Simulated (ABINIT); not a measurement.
# TiC (Fm-3m) in ABINIT: notebook, part 2 of 2

ABINIT 10.8.3 (patched build).

## (3) Equation of state, revPBE

run.abi reads:

```
# Datasets: one volume each
ndtset 7
getwfk -1
scalecart1 3*0.9795861087
scalecart2 3*0.9864848297
scalecart3 3*0.9932883884
scalecart4 3*1.0000000000
scalecart5 3*1.0066227096
scalecart6 3*1.0131594038
scalecart7 3*1.0196128224

# Pseudopotentials
pp_dirpath "./"
pseudos "Ti.GGA_PBE-JTH.xml, C.GGA_PBE-JTH.xml"

# Structure
acell 3*1.0
rprim
     0.0000000000     4.0926154775     4.0926154775
     4.0926154775     0.0000000000     4.0926154775
     4.0926154775     4.0926154775     0.0000000000
ntypat 2
znucl 22 6
natom 2
typat 1 2
xred
     0.0000000000     0.0000000000     0.0000000000
     0.5000000000     0.5000000000     0.5000000000

# Plane-wave basis
ecut 19.0
pawecutdg 38.0

# k points
kptopt 1
ngkpt 11 11 11
nshiftk 1
shiftk 0.0 0.0 0.0

# Exchange and correlation
ixc 14

# Bands and occupations
nband 12
occopt 3
tsmear 0.00183747

# SCF cycle
nstep 100
tolvrs 1.0e-9

# Output
iomode 3
prtwf 1
prtden 0
prteig 0
prtebands 0
enunit 2
```

Potentials or basis: JTH PAW PBE v2.0.

Command:

```console
abinit run.abi > log 2>&1
```

run.abo:

```text
.Version 10.8.3 of ABINIT
 DATASET    1 : space group Fm -3 m (#225); Bravais cF (face-center cubic)
================================================================================
 Values of the parameters that define the memory need for DATASET  1.
     intxc =       0    ionmov =       0      iscf =      17    lmnmax =      18
     lnmax =       6     mgfft =      24  mpssoang =       3    mqgrid =    3001
     natom =       2  nloc_mem =       2    nspden =       1   nspinor =       1
    nsppol =       1      nsym =      48    n1xccc =       1    ntypat =       2
    occopt =       3   xclevel =       2
       mpw =         532          nfft =       13824          nkpt =          56
 PAW method is used; the additional fine FFT grid is defined by:
   mgfftf=        32    nfftf =     32768
================================================================================
================================================================================
[... 71 lines left out ...]
 DATASET    7 : space group Fm -3 m (#225); Bravais cF (face-center cubic)
================================================================================
 Values of the parameters that define the memory need for DATASET  7.
     intxc =       0    ionmov =       0      iscf =      17    lmnmax =      18
     lnmax =       6     mgfft =      24  mpssoang =       3    mqgrid =    3001
     natom =       2  nloc_mem =       2    nspden =       1   nspinor =       1
    nsppol =       1      nsym =      48    n1xccc =       1    ntypat =       2
    occopt =       3   xclevel =       2
       mpw =         584          nfft =       13824          nkpt =          56
 PAW method is used; the additional fine FFT grid is defined by:
   mgfftf=        36    nfftf =     46656
================================================================================
================================================================================

--------------------------------------------------------------------------------
------------- Echo of variables that govern the present computation ------------
--------------------------------------------------------------------------------
 -outvars: echo values of preprocessed input variables --------
            acell      1.0000000000E+00  1.0000000000E+00  1.0000000000E+00 Bohr
              amu      4.78800000E+01  1.20110000E+01
             ecut      1.90000000E+01 Hartree
           enunit           2
           getwfk          -1
                       outvar_i_n : Printing only first  50 k-points.
              ixc          14
[... 151 lines left out ...]
 Spheres core radius: rc_sph= 1.50736703
 Shapefunction is SIN type: shapef(r)=[sin(pi*r/rshp)/(pi*r/rshp)]**2
 Radius for shape functions =  1.30052589
 Compensation charge density is not taken into account in XC energy/potential

   4.77916847E+02                                ecore*ucvol(ha*bohr**3)
--------------------------------------------------------------------------------

[... 1321 lines left out ...]
-Cartesian components of stress tensor (GPa)         [Pressure= -9.4168E+00 GPa]
- sigma(1 1)=  9.41684516E+00  sigma(3 2)=  0.00000000E+00
- sigma(2 2)=  9.41684516E+00  sigma(3 1)=  0.00000000E+00
- sigma(3 3)=  9.41684516E+00  sigma(2 1)=  0.00000000E+00

== END DATASET(S) ==============================================================
================================================================================

 -outvars: echo values of variables after computation  --------
            acell      1.0000000000E+00  1.0000000000E+00  1.0000000000E+00 Bohr
           etotal1    -6.4383091538E+01
           etotal2    -6.4384844046E+01
           etotal3    -6.4386009364E+01
           etotal4    -6.4386634437E+01
           etotal5    -6.4386775756E+01
           etotal6    -6.4386500968E+01
           etotal7    -6.4385847619E+01
            fcart1    -0.0000000000E+00 -0.0000000000E+00 -0.0000000000E+00
                      -0.0000000000E+00 -0.0000000000E+00 -0.0000000000E+00
            fcart2    -0.0000000000E+00 -0.0000000000E+00 -0.0000000000E+00
                      -0.0000000000E+00 -0.0000000000E+00 -0.0000000000E+00
            fcart3    -0.0000000000E+00 -0.0000000000E+00 -0.0000000000E+00
                      -0.0000000000E+00 -0.0000000000E+00 -0.0000000000E+00
            fcart4    -0.0000000000E+00 -0.0000000000E+00 -0.0000000000E+00
                      -0.0000000000E+00 -0.0000000000E+00 -0.0000000000E+00
            fcart5    -0.0000000000E+00 -0.0000000000E+00 -0.0000000000E+00
                      -0.0000000000E+00 -0.0000000000E+00 -0.0000000000E+00
[... 38 lines left out ...]
                       0.0000000000E+00  0.0000000000E+00  0.0000000000E+00
           xangst1     0.0000000000E+00  0.0000000000E+00  0.0000000000E+00
                       2.1215080932E+00  2.1215080932E+00  2.1215080932E+00
           xangst2     0.0000000000E+00  0.0000000000E+00  0.0000000000E+00
                       2.1364487832E+00  2.1364487832E+00  2.1364487832E+00
           xangst3     0.0000000000E+00  0.0000000000E+00  0.0000000000E+00
                       2.1511833785E+00  2.1511833785E+00  2.1511833785E+00
           xangst4     0.0000000000E+00  0.0000000000E+00  0.0000000000E+00
                       2.1657188422E+00  2.1657188422E+00  2.1657188422E+00
           xangst5     0.0000000000E+00  0.0000000000E+00  0.0000000000E+00
                       2.1800617692E+00  2.1800617692E+00  2.1800617692E+00
           xangst6     0.0000000000E+00  0.0000000000E+00  0.0000000000E+00
                       2.1942184110E+00  2.1942184110E+00  2.1942184110E+00
           xangst7     0.0000000000E+00  0.0000000000E+00  0.0000000000E+00
                       2.2081947012E+00  2.2081947012E+00  2.2081947012E+00
             xred      0.0000000000E+00  0.0000000000E+00  0.0000000000E+00
                       5.0000000000E-01  5.0000000000E-01  5.0000000000E-01
 Calculation completed.
```

It took 89 s on 1 thread of Arm Neoverse V1, shared host; peak memory 0.13 GiB.

Results:

```yaml
Equilibrium_volume: 10.33 Å³/atom
Bulk_modulus: 236 GPa
Pressure_derivative_of_the_bulk_modulus: "4.8 (rough: it moves with the points fitted)"
```

Energy against volume, from the lowest point:
```
volume (Å³/atom)  energy (meV/atom)
           9.548              50.13
           9.752              26.28
           9.955              10.43
          10.158               1.92
          10.361               0.00
          10.564               3.74
          10.767              12.63
```

Caveat: pressures at fixed basis lie under the slope of the energies; the PAW data sets were made with another functional, which shifts forces and pressure a little.

## (4) Equation of state, BP86+D3

Edit run.abi of step 3 so:

```diff
@@ -16,7 +16,7 @@
 # Structure
-acell 3*1.0
+acell 5.7878323139 5.7878323139 5.7878323139
 rprim
-     0.0000000000     4.0926154775     4.0926154775
-     4.0926154775     0.0000000000     4.0926154775
-     4.0926154775     4.0926154775     0.0000000000
+     0.0000000000     0.7071067812     0.7071067812
+     0.7071067812     0.0000000000     0.7071067812
+     0.7071067812     0.7071067812     0.0000000000
 ntypat 2
@@ -30,3 +30,3 @@
 # Plane-wave basis
-ecut 19.0
+ecut 517.016339 eV
 pawecutdg 38.0
@@ -40,3 +40,4 @@
 # Exchange and correlation
-ixc 14
+ixc -106132
+vdw_xc 6
 
@@ -45,3 +46,3 @@
 occopt 3
-tsmear 0.00183747
+tsmear 0.05 eV
 
@@ -57,2 +58 @@
 prtebands 0
-enunit 2
```

Potentials or basis: JTH PAW PBE v2.0.

Command:

```console
abinit run.abi > log 2>&1
```

run.abo:

```text
.Version 10.8.3 of ABINIT
 DATASET    1 : space group Fm -3 m (#225); Bravais cF (face-center cubic)
================================================================================
 Values of the parameters that define the memory need for DATASET  1.
     intxc =       0    ionmov =       0      iscf =      17    lmnmax =      18
     lnmax =       6     mgfft =      24  mpssoang =       3    mqgrid =    3001
     natom =       2  nloc_mem =       2    nspden =       1   nspinor =       1
    nsppol =       1      nsym =      48    n1xccc =       1    ntypat =       2
    occopt =       3   xclevel =       2
       mpw =         532          nfft =       13824          nkpt =          56
 PAW method is used; the additional fine FFT grid is defined by:
   mgfftf=        32    nfftf =     32768
================================================================================
================================================================================
[... 71 lines left out ...]
 DATASET    7 : space group Fm -3 m (#225); Bravais cF (face-center cubic)
================================================================================
 Values of the parameters that define the memory need for DATASET  7.
     intxc =       0    ionmov =       0      iscf =      17    lmnmax =      18
     lnmax =       6     mgfft =      24  mpssoang =       3    mqgrid =    3001
     natom =       2  nloc_mem =       2    nspden =       1   nspinor =       1
    nsppol =       1      nsym =      48    n1xccc =       1    ntypat =       2
    occopt =       3   xclevel =       2
       mpw =         584          nfft =       13824          nkpt =          56
 PAW method is used; the additional fine FFT grid is defined by:
[... 1439 lines left out ...]
            acell      5.7878323139E+00  5.7878323139E+00  5.7878323139E+00 Bohr
           etotal1    -6.4499178291E+01
           etotal2    -6.4499630918E+01
           etotal3    -6.4499542916E+01
           etotal4    -6.4498970561E+01
           etotal5    -6.4497950301E+01
           etotal6    -6.4496545842E+01
           etotal7    -6.4494798991E+01
            fcart1    -0.0000000000E+00 -0.0000000000E+00 -0.0000000000E+00
                      -0.0000000000E+00 -0.0000000000E+00 -0.0000000000E+00
            fcart2    -0.0000000000E+00 -0.0000000000E+00 -0.0000000000E+00
                      -0.0000000000E+00 -0.0000000000E+00 -0.0000000000E+00
            fcart3    -0.0000000000E+00 -0.0000000000E+00 -0.0000000000E+00
                      -0.0000000000E+00 -0.0000000000E+00 -0.0000000000E+00
            fcart4    -0.0000000000E+00 -0.0000000000E+00 -0.0000000000E+00
                      -0.0000000000E+00 -0.0000000000E+00 -0.0000000000E+00
            fcart5    -0.0000000000E+00 -0.0000000000E+00 -0.0000000000E+00
                      -0.0000000000E+00 -0.0000000000E+00 -0.0000000000E+00
[... 38 lines left out ...]
                       0.0000000000E+00  0.0000000000E+00  0.0000000000E+00
           xangst1     0.0000000000E+00  0.0000000000E+00  0.0000000000E+00
                       2.1215080932E+00  2.1215080932E+00  2.1215080932E+00
           xangst2     0.0000000000E+00  0.0000000000E+00  0.0000000000E+00
                       2.1364487833E+00  2.1364487833E+00  2.1364487833E+00
           xangst3     0.0000000000E+00  0.0000000000E+00  0.0000000000E+00
                       2.1511833786E+00  2.1511833786E+00  2.1511833786E+00
           xangst4     0.0000000000E+00  0.0000000000E+00  0.0000000000E+00
                       2.1657188423E+00  2.1657188423E+00  2.1657188423E+00
           xangst5     0.0000000000E+00  0.0000000000E+00  0.0000000000E+00
                       2.1800617692E+00  2.1800617692E+00  2.1800617692E+00
           xangst6     0.0000000000E+00  0.0000000000E+00  0.0000000000E+00
                       2.1942184110E+00  2.1942184110E+00  2.1942184110E+00
           xangst7     0.0000000000E+00  0.0000000000E+00  0.0000000000E+00
                       2.2081947013E+00  2.2081947013E+00  2.2081947013E+00
             xred      0.0000000000E+00  0.0000000000E+00  0.0000000000E+00
                       5.0000000000E-01  5.0000000000E-01  5.0000000000E-01
 Calculation completed.
```

Wall time 1.7 min (1 thread of Arm Neoverse V1, shared host); peak memory 0.14 GiB.

What came out:

| Property | Result |
| --- | --- |
| Equilibrium volume | 9.82 Å³/atom |
| Bulk modulus | 273 GPa |
| Pressure derivative of the bulk modulus | 4.5 (rough: it moves with the points fitted) |

Energy against volume, from the lowest point:
| volume (Å³/atom) | energy (meV/atom) |
| --- | --- |
| 9.548 | 6.16 |
| 9.752 | 0.00 |
| 9.955 | 1.20 |
| 10.158 | 8.98 |
| 10.361 | 22.87 |
| 10.564 | 41.97 |
| 10.767 | 65.74 |

Caveat: pressures at fixed basis lie under the slope of the energies; the PAW data sets were made with another functional, which shifts forces and pressure a little.

## (5) The runs side by side

| task | level | V0 of scaled cells (Å³/atom) | B0 (GPa) |
| --- | --- | --- | --- |
| band structure | BLYP | - | - |
| equation of state | revPBE | 10.33 | 236 |
| equation of state | BP86+D3 | 9.82 | 273 |

Alike in all rows: potentials or basis JTH PAW PBE v2.0; no spin polarisation; cell as given; k mesh 11 × 11 × 11; cutoff (eV) 517; smearing fermi-dirac 0.05 eV.

Caveats: the PAW data sets were made with another functional, which shifts forces and pressure a little; pressures at fixed basis lie under the slope of the energies (some runs).

Absolute energies hang on the potentials; compare differences alone.
